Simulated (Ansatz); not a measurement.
## Two Ansatz runs on Ru

The structure comes from a relaxation in the same program, started in the diamond type. Whether it is a known phase or the ground state wasn't checked. The listed cell was then made from it by scaling, straining or moving an atom.

First run: DFT, PBE, PAW with Ansatz's default frozen-core files, scalar-relativistic (Ansatz 0.2.0).

Command: `ansatz run input.yaml --threads 1 --pin off --max-ram 2048MiB --backend cpu --events-out ev --progress --plain --runs-dir out` The run took 1.6 s on 1 thread of Intel(R) Xeon(R) 6975P-C (Granite Rapids) (shared host), peak memory 0.4 GiB.

```yaml
crystal:
  lattice:
    - [0.0, 2.745045675, 2.745045675]
    - [2.745045675, 0.0, 2.745045675]
    - [2.745045675, 2.745045675, 0.0]
  atoms:
    - { symbol: Ru, position: [0.0, 0.0, 0.0] }
    - { symbol: Ru, position: [0.25, 0.25, 0.25] }
kpoints:
  mp_grid: { grid: [10, 10, 10] }
scf:
  occupations: { method: fermi_dirac, width: 0.03 }
hamiltonian:
  xc: pbe
  pseudopotentials: { kind: paw }
output:
  forces: true
  stress: true
  eigenvalues: true
  efg: { contact_densities: true }
```

Result: converged; pressure -3.08 GPa; no gap on the k mesh; 7 SCF iterations.

The input is then changed:

```diff
@@ -7,8 +7,10 @@
     - { symbol: Ru, position: [0.0, 0.0, 0.0] }
     - { symbol: Ru, position: [0.25, 0.25, 0.25] }
+  symmetry: { detect: false }
 kpoints:
   mp_grid: { grid: [10, 10, 10] }
 scf:
   occupations: { method: fermi_dirac, width: 0.03 }
+  mixing: { algorithm: anderson, beta: 0.2 }
 hamiltonian:
   xc: pbe
```

Question: What does the second run give?

Answer: It converged; pressure -3.08 GPa; no gap on the k mesh; 9 SCF iterations.
